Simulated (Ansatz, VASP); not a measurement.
Given: the input of a run of VASP 6.6.1 on Be.

Contents of INCAR:

```
SYSTEM = Be
PREC = Accurate ; ENCUT = 520
EDIFF = 1E-7 ; ISMEAR = -1
SIGMA = 0.05 ; LREAL = .False.
LASPH = .True. ; NELM = 60
ALGO = Fast ; ISIF = 2
LWAVE = .False. ; LCHARG = .False.
GGA = PE ; NBANDS = 7
```

KPOINTS

```
regular mesh
0
Gamma
  12 12 13
  0 0 0
```

Contents of POSCAR:

```
Be
1.0
    2.2327400000      0.0223274000      0.0000000000
    0.0223274000      2.2327400000      0.0000000000
    0.0000000000      0.0000000000      2.0656500000
Be
1
Direct
    0.5000000000      0.5000000000      0.0000000000
```

Potentials or basis: VASP PAW PBE potentials, release 64 (Be).

Run with:

```console
$ cat potpaw_PBE.64/Be/POTCAR > POTCAR
$ mpirun -np 1 vasp_std > vasp.out
```

Q: Translate it to Ansatz 0.2.0. Potentials there: Ansatz PAW.

A: As run (the cutoff follows the program's own potentials):

File input.yaml:

```yaml
crystal:
  lattice:
    - [2.23274, 0.0223274, 0.0]
    - [0.0223274, 2.23274, 0.0]
    - [0.0, 0.0, 2.06565]
  atoms:
    - { symbol: Be, position: [0.5, 0.5, 0.0] }
hamiltonian:
  xc: pbe
  pseudopotentials: { kind: paw }
kpoints:
  mp_grid: { grid: [12, 12, 13] }
scf:
  occupations: { method: fermi_dirac, width: 0.05 }
output:
  forces: true
  stress: true
  eigenvalues: true
```

Potentials or basis: Ansatz PAW.

Launch:

```sh
$ ansatz run input.yaml --threads 2 --pin off --max-ram 5632MiB --backend cpu --events-out ev --progress --plain --runs-dir out
```

Both were run:

|  | VASP | Ansatz | Ansatz less VASP |
| --- | --- | --- | --- |
| gap on the k mesh at the Fermi level (eV) | none | none | - |
| pressure (GPa) | 0.2 | 0.2 | -0.07 |
| largest component of the traceless stress (GPa) | 2.08 | 2.07 | -0.009 |

A gap of «none» marks a metal or a gap that the smearing closes.
